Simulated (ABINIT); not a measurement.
Crystal: Ge.

```
Ge
1.0
     3.99759    0.00000    0.00000
    -1.99879    3.46201    0.00000
     0.00000    0.00000    6.59938
Ge
4
Direct
  0.33333 0.66667 0.93710
  0.66667 0.33333 0.43710
  0.33333 0.66667 0.56290
  0.66667 0.33333 0.06290
```

This isn't the form of Ge at room conditions, which is diamond.

Base run:

```yaml
Program: ABINIT 10.8.3 (patched build)
Functional: LDA
Potentials_or_basis: Ansatz PAW PBE default generated set, frozen core
Cutoff: 490 eV
k_mesh: 8 × 8 × 4
Occupations: fermi-dirac, width 0.05 eV
Spin: no spin polarisation
```

Its results: band gap on the k mesh 0.16 eV, indirect (least direct gap 0.24 eV); pressure -1.9 GPa.

Problem. After a change of settings the same cell gave: band gap on the k mesh none (metal or under the smearing width); pressure 4.2 GPa. Which change was it?
A. functional from LDA to revPBE
B. functional from LDA to PW91
C. functional from LDA to BLYP
D. functional from LDA to PBEsol

Solution. A.

revPBE binds less tightly than LDA, so the same cell stands under more pressure.

Caveats: the PAW data sets were made with another functional, which shifts forces and pressure a little; the atomic spheres overlap.
